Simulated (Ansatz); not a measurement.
System: zinc-blende InN (metastable phase). Method: PBE+SOC (Ansatz, a quantum-chemistry and plane-wave program, PAW).

Run with plane-wave cutoff 520 eV, 12×12×12 k mesh, Fermi–Dirac smearing 0.01 eV, PAW data made under PBE.

Computed points:

```json
[
 {"V (Å³/atom)": "15.110", "E − E_lowest (meV/atom)": "24.73"},
 {"V (Å³/atom)": "15.432", "E − E_lowest (meV/atom)": "10.56"},
 {"V (Å³/atom)": "15.753", "E − E_lowest (meV/atom)": "2.54"},
 {"V (Å³/atom)": "16.075", "E − E_lowest (meV/atom)": "0.00"},
 {"V (Å³/atom)": "16.396", "E − E_lowest (meV/atom)": "2.35"},
 {"V (Å³/atom)": "16.718", "E − E_lowest (meV/atom)": "9.07"},
 {"V (Å³/atom)": "17.039", "E − E_lowest (meV/atom)": "19.68"}
]
```

Estimate the bulk modulus and its pressure derivative from these points.

V0 = 16.075 Å³/atom, B0 = 122 GPa, B′ = 4.7 (fit to the energies at full precision).

Measured, for comparison: equilibrium volume per atom 15.72 Å³/atom (temperature not stated, no zero-point or thermal correction, epilayer on 3C-SiC; as tabulated in Schörmann, As, Lischka, Schley, Goldhahn et al., Appl. Phys. Lett. 89, 261903 …). Computed (rounded) less measured: equilibrium volume per atom +2.2 %.

Note: the gap of the solid is closed in this run; this level leaves the solid without a gap, although one is measured.

The computed numbers hold no vibrational or temperature effects.

The result took roughly 3 core-minutes.
